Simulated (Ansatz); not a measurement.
# Zn: equation of state with HSE06

The system is Zn.

```
CELL_PARAMETERS angstrom
0.00000 1.96478 1.96478
1.96478 0.00000 1.96478
1.96478 1.96478 0.00000
ATOMIC_POSITIONS crystal
Zn 0.00000 0.00000 0.00000
```

This isn't the form of Zn at room conditions, which is hcp.

| Quantity | Value |
| --- | --- |
| Program | Ansatz 0.2.0 |
| Task | equation of state |
| Functional | HSE06 |
| Potentials or basis | Ansatz PAW |
| Cutoff | 420 eV |
| Density cutoff | 1680 eV |
| k mesh | 8 × 8 × 8 |
| Occupations | fermi-dirac, width 0.05 eV |
| Spin | no spin polarisation |

```yaml
Equilibrium_volume: 15.28 Å³/atom
Bulk_modulus: 67 GPa
Pressure_derivative_of_the_bulk_modulus: "3.2 (rough: it moves with the points fitted)"
```

Energy against volume, from the lowest point:
```tsv
volume (Å³/atom)	energy (meV/atom)
14.259	15.60
14.563	7.45
14.866	2.35
15.169	0.00
15.473	0.35
15.776	3.13
16.080	7.96
```

All runs of the series together: 2.9 min on 2 threads of AMD EPYC 7R13 Processor (Zen 3) (shared host).

Caveat: the PAW data sets were made with another functional, which shifts forces and pressure a little.
